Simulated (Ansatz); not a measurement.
Here is an Ansatz 0.2.0 calculation.

input.yaml

```yaml
crystal:
  lattice:
    - [0.0, 2.955, 2.955]
    - [2.955, 0.0, 2.955]
    - [2.955, 2.955, 0.0]
  atoms:
    - { symbol: Pt, position: [0.0, 0.0, 0.0] }
    - { symbol: Al, position: [0.75, 0.75, 0.75] }
    - { symbol: Al, position: [0.25, 0.25, 0.25] }
hamiltonian:
  xc: pbesol
  pseudopotentials: { kind: paw }
kpoints:
  mp_grid: { grid: [8, 8, 8] }
scf:
  occupations: { method: fermi_dirac, width: 0.05 }
output:
  forces: true
  stress: true
  eigenvalues: true
```

Potentials or basis: Ansatz PAW.

The run is started by

```console
$ ansatz run input.yaml --threads 2 --pin off --max-ram 5632MiB --backend cpu --events-out ev --progress --plain --runs-dir out
```

Problem. What does it give for the band gap on the k mesh?

Solution. None (metal or under the smearing width).

Problem. What does it give for the pressure?

Solution. -0.9 GPa.

Caveat: the PAW data sets come from PBE, with cores solved anew for the run's functional, which leaves a small shift of forces and pressure. The run has no spin-orbit coupling, so splittings on Pt are missing.
